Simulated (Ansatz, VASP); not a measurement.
# One calculation of ZnO (zincite), two programs

```xyz
4
Lattice="3.2125 0.0000 0.0000 -1.6063 2.7821 0.0000 0.0000 0.0000 5.1852" Properties=species:S:1:pos:R:3 pbc="T T T"
Zn    0.0000    1.8548    2.5924
Zn    1.6063    0.9274   -0.0002
O     1.6063    0.9274    1.9654
O     0.0000    1.8548    4.5580
```

Alike in both runs: functional PBE; k mesh 9 × 9 × 6; occupations gaussian, width 0.02 eV; no spin polarisation.

Ansatz relaxed the structure, and its values are those at the end. VASP's run is a single point on that final structure, the one shown.

|  | VASP | Ansatz |
| --- | --- | --- |
| version | VASP 6.6.1 | Ansatz 0.2.0 |
| potentials or method | VASP PAW PBE potentials, release 64 (Zn, O) | scalar-relativistic, plane waves, PAW |
| plane-wave cutoff (eV) | 520 | 420 |
| valence electrons in the cell | 36 | 36 |

|  | VASP | Ansatz | Ansatz less VASP |
| --- | --- | --- | --- |
| gap on the k mesh at the Fermi level (eV) | 0.82 | 0.83 | +0.014 |
| least direct gap on the mesh (eV) | 0.82 | 0.83 | +0.014 |
| pressure (GPa) | 10.4 | 9.2 | -1.22 |

The functional is the same, so the differences come from potentials, cutoffs and numerics.

Expect the measured gap to be larger: semilocal functionals such as PBE lack the derivative discontinuity.
